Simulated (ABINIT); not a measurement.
# MnO (P6_3mc) in ABINIT: convergence with cutoff

Aim: find how far cutoff must go before the results for MnO settle, at LDA. This setting moves, with any that are tied to it; all else stays.

All numbers are computed with ABINIT 10.8.3 (patched build); they aren't measurements. Logs are shortened: lines on timing, memory, paths and dates and some standing lists are left out, and cuts for length are marked. The log counts tension as positive stress, the text compression.

**1. The structure**

Symmetry: P6_3mc, No. 186, hexagonal system. Conventional cell: a = 3.372 Å, b = 3.372 Å, c = 5.386 Å, α = 90.00°, β = 90.00°, γ = 120.00°. Around Mn (site symmetry 3m) lie 4 O at 1.96 to 2.08 Å. Around O (site symmetry 3m) lie 4 Mn at 1.96 to 2.08 Å.

Measurements of this composition are mostly on another form, of space group No. 225.

**2. With cutoff 10.5 Ha**

run.abi

```
pp_dirpath "./"
pseudos "Mn.LDA_PW-JTH.xml, O.LDA_PW-JTH.xml"

acell 3.3717 3.3717 5.3855 Angstrom
rprim
     1.0000000000     0.0000000000     0.0000000000
    -0.5000000000     0.8660254038     0.0000000000
     0.0000000000     0.0000000000     1.0000000000
ntypat 2
znucl 25 8
natom 4
typat 1 1 2 2
xred
     0.6666666667     0.3333333333     0.5109600000
     0.3333333333     0.6666666667     0.0109600000
     0.6666666667     0.3333333333     0.8754700000
     0.3333333333     0.6666666667     0.3754700000

ecut 10.5
pawecutdg 63.6

kptopt 1
ngkpt 5 5 3
nshiftk 1
shiftk 0.0 0.0 0.0

ixc 7

nband 28
occopt 3
tsmear 0.05 eV

nsppol 2
spinat
     0.0000000000     0.0000000000     4.0000000000
     0.0000000000     0.0000000000     4.0000000000
     0.0000000000     0.0000000000     0.0000000000
     0.0000000000     0.0000000000     0.0000000000

nstep 100
tolvrs 1.0e-9

iomode 3
prtwf 0
prtden 0
prteig 0
prtebands 0
enunit 1
prtvol 2
```

Potentials or basis: JTH PAW LDA v2.0.

On the command line:

```sh
abinit run.abi > log 2>&1
```

run.abo:

```text
.Version 10.8.3 of ABINIT
 Symmetries : space group P6_3 m c (#186); Bravais hP (primitive hexag.)
================================================================================
 Values of the parameters that define the memory need of the present run
     intxc =       0    ionmov =       0      iscf =      17    lmnmax =      18
     lnmax =       6     mgfft =      30  mpssoang =       3    mqgrid =    3654
     natom =       4  nloc_mem =       2    nspden =       2   nspinor =       1
    nsppol =       2      nsym =      12    n1xccc =       1    ntypat =       2
    occopt =       3   xclevel =       1
       mpw =         587          nfft =       12000          nkpt =          10
 PAW method is used; the additional fine FFT grid is defined by:
   mgfftf=        75    nfftf =    172800
================================================================================
================================================================================

--------------------------------------------------------------------------------
------------- Echo of variables that govern the present computation ------------
--------------------------------------------------------------------------------
 -outvars: echo values of preprocessed input variables --------
            acell      6.3715895787E+00  6.3715895787E+00  1.0177120051E+01 Bohr
              amu      5.49380500E+01  1.59994000E+01
             ecut      1.05000000E+01 Hartree
           enunit           1
              ixc           7
         kptrlatt        5    0    0      0    5    0      0    0    3
          kptrlen      3.05313602E+01
            natom           4
            nband          28
            ngfft          20      20      30
          ngfftdg          48      48      75
             nkpt          10
           nspden           2
           nsppol           2
            nstep         100
             nsym          12
           ntypat           2
           occopt           3
        pawecutdg      6.36000000E+01 Hartree
           prtden           0
        prtebands           0
           prteig           0
           prtvol           2
            prtwf           0
            rprim      1.0000000000E+00  0.0000000000E+00  0.0000000000E+00
                      -5.0000000000E-01  8.6602540380E-01  0.0000000000E+00
                       0.0000000000E+00  0.0000000000E+00  1.0000000000E+00
          spgroup         186
           spinat      0.0000000000E+00  0.0000000000E+00  4.0000000000E+00
                       0.0000000000E+00  0.0000000000E+00  4.0000000000E+00
                       0.0000000000E+00  0.0000000000E+00  0.0000000000E+00
                       0.0000000000E+00  0.0000000000E+00  0.0000000000E+00
           tolvrs      1.00000000E-09
           tsmear      1.83746611E-03 Hartree
            typat      1  1  2  2
           useylm           1
           xangst      1.6858500000E+00  9.7332595133E-01  2.7517750800E+00
                       7.6943025043E-17  1.9466519027E+00  5.9025080000E-02
                       1.6858500000E+00  9.7332595133E-01  4.7148436850E+00
                       7.6943025043E-17  1.9466519027E+00  2.0220936850E+00
            xcart      3.1857947894E+00  1.8393194793E+00  5.2001012613E+00
[... 397 lines left out ...]
)     Minimum=    2.7501E-03  at reduced coord.    0.0000    0.0000    0.7600
)Next minimum=    2.7506E-03  at reduced coord.    0.0000    0.0000    0.2667
   Integrated=    2.5945E+01
 Spin down density    [el/Bohr^3]
)     Maximum=    7.5354E-01  at reduced coord.    0.6667    0.3333    0.5067
)Next maximum=    7.5353E-01  at reduced coord.    0.3333    0.6667    0.0133
)     Minimum=    1.2804E-03  at reduced coord.    0.0000    0.0000    0.6400
)Next minimum=    1.2809E-03  at reduced coord.    0.0000    0.0000    0.1333
   Integrated=    1.6055E+01
 Magnetization (spin up - spin down) [el/Bohr^3]
)     Maximum=    7.1266E-01  at reduced coord.    0.3333    0.6667    0.0133
)Next maximum=    7.1134E-01  at reduced coord.    0.6667    0.3333    0.5067
)     Minimum=    5.7041E-04  at reduced coord.    0.3333    0.6667    0.5867
)Next minimum=    5.7460E-04  at reduced coord.    0.6667    0.3333    0.0800
   Integrated=    9.8899E+00
 Relative magnetization (=zeta, between -1 and 1)
)     Maximum=    6.4959E-01  at reduced coord.    0.8542    0.6875    0.5733
)Next maximum=    6.4959E-01  at reduced coord.    0.8333    0.6875    0.5733
)     Minimum=    1.7658E-02  at reduced coord.    0.6667    0.3333    0.0667
)Next minimum=    1.7842E-02  at reduced coord.    0.3333    0.6667    0.5600

--- !EnergyTerms
iteration_state     : {dtset: 1, }
comment             : Components of total free energy in Hartree
kinetic             :  4.07129187575500E+01
hartree             :  6.45726476487907E+01
xc                  : -1.31878115988524E+01
Ewald energy        : -1.49649635334482E+02
psp_core            :  7.94165201884012E+00
local_psp           : -1.77629866905727E+02
PAW spherical_terms : -1.46201026946568E+01
internal            : -2.41860198108538E+02
'-kT*entropy'       : -3.64514720346729E-04
total_energy        : -2.41860562623258E+02
total_energy_eV     : -6.58136118721176E+03
...

--- !EnergyTermsDC
iteration_state     : {dtset: 1, }
comment             : '"Double-counting" decomposition of free energy'
band_energy         : -2.99850927849723E+01
Ewald energy        : -1.49649635334482E+02
psp_core            :  7.94165201884012E+00
xc_dc               : -6.04831101097461E+01
PAW spherical_terms : -9.68401352422211E+00
internal            : -2.41860199734583E+02
'-kT*entropy'       : -3.64514720346729E-04
total_energy_dc     : -2.41860564249303E+02
total_energy_dc_eV  : -6.58136123145869E+03
...

--- !EnergyTermsWithPAWCore
iteration_state     : {dtset: 1, }
comment             : 'Components of total free energy, including PAW core contributions'
Total energy        : -2.46238303013509E+03
Total energy DC     : -2.46238303176113E+03
Total energy (eV)   : -6.70048557185550E+04
Total energy DC (eV): -6.70048557628019E+04
...

 Cartesian components of stress tensor (hartree/bohr^3)
  sigma(1 1)=  3.46041489E-03  sigma(3 2)=  0.00000000E+00
  sigma(2 2)=  3.46041489E-03  sigma(3 1)=  0.00000000E+00
  sigma(3 3)=  3.25800567E-03  sigma(2 1)=  0.00000000E+00

-Cartesian components of stress tensor (GPa)         [Pressure= -9.9824E+01 GPa]
- sigma(1 1)=  1.01808921E+02  sigma(3 2)=  0.00000000E+00
- sigma(2 2)=  1.01808921E+02  sigma(3 1)=  0.00000000E+00
- sigma(3 3)=  9.58538361E+01  sigma(2 1)=  0.00000000E+00

== END DATASET(S) ==============================================================
================================================================================

 -outvars: echo values of variables after computation  --------
            acell      6.3715895787E+00  6.3715895787E+00  1.0177120051E+01 Bohr
           etotal     -2.4186056425E+02
            fcart      3.3808143979E-28  1.9519141027E-28 -9.6699568650E-03
                      -3.3808143979E-28 -1.9519141027E-28 -9.6699568650E-03
                      -3.3808143979E-28 -1.9519141027E-28  9.6699568650E-03
                       3.3808143979E-28  1.9519141027E-28  9.6699568650E-03
            rprim      1.0000000000E+00  0.0000000000E+00  0.0000000000E+00
                      -5.0000000000E-01  8.6602540380E-01  0.0000000000E+00
                       0.0000000000E+00  0.0000000000E+00  1.0000000000E+00
           strten      3.4604148878E-03  3.4604148869E-03  3.2580056691E-03
                       0.0000000000E+00  0.0000000000E+00  0.0000000000E+00
           xangst      1.6858500000E+00  9.7332595133E-01  2.7517750800E+00
                       7.6943025043E-17  1.9466519027E+00  5.9025080000E-02
                       1.6858500000E+00  9.7332595133E-01  4.7148436850E+00
                       7.6943025043E-17  1.9466519027E+00  2.0220936850E+00
             xred      6.6666666667E-01  3.3333333333E-01  5.1096000000E-01
                       3.3333333333E-01  6.6666666667E-01  1.0960000000E-02
                       6.6666666667E-01  3.3333333333E-01  8.7547000000E-01
                       3.3333333333E-01  6.6666666667E-01  3.7547000000E-01
 Calculation completed.
```

Wall time 17 s (1 thread of Arm Neoverse V2, shared host); peak memory 0.13 GiB.

Results:

```yaml
Free_energy: -6581.3612 eV
Largest_force: 0.497 eV/Å
Band_gap_on_the_k_mesh: none (metal or under the smearing width)
Net_moment: 9.89 μB per cell
Site_moments: Mn +4.24; O +0.21 μB
Valence_electrons_inside_the_program's_atomic_spheres: Mn 13.10; O 4.55, 4.56
```

**3. With cutoff 13 Ha**

run.abi: that of step 2 with these lines changed.

```diff
@@ -18,3 +18,3 @@
 
-ecut 10.5
+ecut 13.0
 pawecutdg 63.6
```

Potentials or basis: JTH PAW LDA v2.0.

On the command line:

```sh
abinit run.abi > log 2>&1
```

Wall time 26 s (1 thread of Arm Neoverse V2, shared host); peak memory 0.13 GiB.

Results (log left out):

* Free energy: -6586.8462 eV
* Largest force: 0.580 eV/Å
* Band gap on the k mesh: none (metal or under the smearing width)
* Net moment: 9.81 μB per cell
* Site moments: Mn +4.20; O +0.20 μB
* Valence electrons inside the program's atomic spheres: Mn 13.08, 13.09; O 4.54, 4.55

**4. With cutoff 15.5 Ha**

run.abi: that of step 3 with these lines changed.

```diff
@@ -18,3 +18,3 @@
 
-ecut 13.0
+ecut 15.5
 pawecutdg 63.6
```

On the command line:

```sh
abinit run.abi > log 2>&1
```

Wall time 32 s (1 thread of Arm Neoverse V2, shared host); peak memory 0.14 GiB.

The run converged. Its results:

| Quantity | Value |
| --- | --- |
| Free energy | -6588.1162 eV |
| Largest force | 0.542 eV/Å |
| Band gap on the k mesh | none (metal or under the smearing width) |
| Net moment | 9.83 μB per cell |
| Site moments | Mn +4.21; O +0.20 μB |
| Valence electrons inside the program's atomic spheres | Mn 13.08, 13.09; O 4.53 |

**5. With cutoff 18 Ha**

run.abi: that of step 4 with these lines changed.

```diff
@@ -18,3 +18,3 @@
 
-ecut 15.5
+ecut 18.0
 pawecutdg 63.6
```

On the command line:

```sh
abinit run.abi > log 2>&1
```

Run time: 41 s. Hardware: 1 thread of Arm Neoverse V2, shared host; peak memory 0.14 GiB.

Results (log left out):

```yaml
Free_energy: -6588.5891 eV
Largest_force: 0.554 eV/Å
Band_gap_on_the_k_mesh: none (metal or under the smearing width)
Net_moment: 9.83 μB per cell
Site_moments: Mn +4.21; O +0.20 μB
Valence_electrons_inside_the_program's_atomic_spheres: Mn 13.08; O 4.52, 4.53
```

**6. With cutoff 22 Ha**

run.abi: that of step 5 with these lines changed.

```diff
@@ -18,3 +18,3 @@
 
-ecut 18.0
+ecut 22.0
 pawecutdg 63.6
```

Potentials or basis: JTH PAW LDA v2.0.

On the command line:

```sh
abinit run.abi > log 2>&1
```

Run time: 55 s. Hardware: 1 thread of Arm Neoverse V2, shared host; peak memory 0.15 GiB.

It converged, with:

```yaml
Free_energy: -6588.8097 eV
Largest_force: 0.559 eV/Å
Band_gap_on_the_k_mesh: none (metal or under the smearing width)
Net_moment: 9.83 μB per cell
Site_moments: Mn +4.21; O +0.20 μB
Valence_electrons_inside_the_program's_atomic_spheres: Mn 13.08; O 4.52, 4.53
```

**7. With cutoff 26 Ha**

run.abi: that of step 6 with these lines changed.

```diff
@@ -18,3 +18,3 @@
 
-ecut 22.0
+ecut 26.0
 pawecutdg 63.6
```

On the command line:

```sh
abinit run.abi > log 2>&1
```

Run time: 68 s. Hardware: 1 thread of Arm Neoverse V2, shared host; peak memory 0.16 GiB.

It converged, with:

| Property | Result |
| --- | --- |
| Free energy | -6588.8439 eV |
| Pressure | -4.8 GPa |
| Largest force | 0.559 eV/Å |
| Band gap on the k mesh | none (metal or under the smearing width) |
| Net moment | 9.84 μB per cell |
| Site moments | Mn +4.21; O +0.20 μB |
| Valence electrons inside the program's atomic spheres | Mn 13.08; O 4.52, 4.53 |

**8. With cutoff 30 Ha**

run.abi: that of step 7 with these lines changed.

```diff
@@ -18,3 +18,3 @@
 
-ecut 26.0
+ecut 30.0
 pawecutdg 63.6
```

On the command line:

```sh
abinit run.abi > log 2>&1
```

Run time: 87 s. Hardware: 1 thread of Arm Neoverse V2, shared host; peak memory 0.17 GiB.

Results (log left out):

```
Free energy                                           : -6588.8805 eV
Pressure                                              : -5.0 GPa
Largest force                                         : 0.560 eV/Å
Band gap on the k mesh                                : none (metal or under the smearing width)
Net moment                                            : 9.84 μB per cell
Site moments                                          : Mn +4.21; O +0.20 μB
Valence electrons inside the program's atomic spheres : Mn 13.08; O 4.52, 4.53
```

**9. With cutoff 35 Ha**

run.abi: that of step 8 with these lines changed.

```diff
@@ -18,3 +18,3 @@
 
-ecut 30.0
+ecut 35.0
 pawecutdg 63.6
```

Potentials or basis: JTH PAW LDA v2.0.

On the command line:

```sh
abinit run.abi > log 2>&1
```

Wall time 2.3 min (1 thread of Arm Neoverse V2, shared host); peak memory 0.19 GiB.

The run converged. Its results:

| Quantity | Value |
| --- | --- |
| Free energy | -6588.9123 eV |
| Pressure | -4.7 GPa |
| Largest force | 0.561 eV/Å |
| Band gap on the k mesh | none (metal or under the smearing width) |
| Net moment | 9.84 μB per cell |
| Site moments | Mn +4.21; O +0.20 μB |
| Valence electrons inside the program's atomic spheres | Mn 13.08; O 4.52, 4.53 |

**10. With cutoff 41.5 Ha**

run.abi: that of step 9 with these lines changed.

```diff
@@ -18,3 +18,3 @@
 
-ecut 35.0
+ecut 41.5
 pawecutdg 63.6
```

On the command line:

```sh
abinit run.abi > log 2>&1
```

Wall time 2.4 min (1 thread of Arm Neoverse V2, shared host); peak memory 0.21 GiB.

The run converged. Its results:

```yaml
Free_energy: -6588.9179 eV
Pressure: -4.5 GPa
Largest_force: 0.560 eV/Å
Band_gap_on_the_k_mesh: none (metal or under the smearing width)
Net_moment: 9.84 μB per cell
Site_moments: Mn +4.21; O +0.20 μB
Valence_electrons_inside_the_program's_atomic_spheres: Mn 13.08; O 4.52, 4.53
```

**11. Result**

| cutoff | energy less the tightest run, at zero smearing (meV/atom) | largest force (eV/Å) | largest site moment (μB) | SCF cycles | CPU time (s) | peak memory (GiB) |
| --- | --- | --- | --- | --- | --- | --- |
| 10.5 Ha | 1888.80 | 0.497 | 4.24 | 21 | 17 | 0.13 |
| 13 Ha | 518.07 | 0.580 | 4.20 | 22 | 26 | 0.13 |
| 15.5 Ha | 200.46 | 0.542 | 4.21 | 22 | 32 | 0.14 |
| 18 Ha | 82.24 | 0.554 | 4.21 | 22 | 41 | 0.14 |
| 22 Ha | 27.08 | 0.559 | 4.21 | 23 | 55 | 0.15 |
| 26 Ha | 18.52 | 0.559 | 4.21 | 23 | 68 | 0.16 |
| 30 Ha | 9.35 | 0.560 | 4.21 | 24 | 87 | 0.17 |
| 35 Ha | 1.41 | 0.561 | 4.21 | 29 | 140 | 0.19 |
| 41.5 Ha | 0.00 | 0.560 | 4.21 | 24 | 150 | 0.21 |

Against the tightest run, the largest force stays within 0.005 eV/Å from 22 Ha on; the largest site moment stays within 0.02 μB from 13 Ha on. Not settled before the last step: the energy (to 1 meV/atom). The tightest run that finished is the yardstick and may itself not be fully converged.

Caveats: all runs use coarse meshes; semilocal functionals often make such compounds metallic where correlation or magnetic order opens a gap, which also shifts bond lengths; only a ferromagnetic start was run, and an antiferromagnetic order may lie lower in energy.
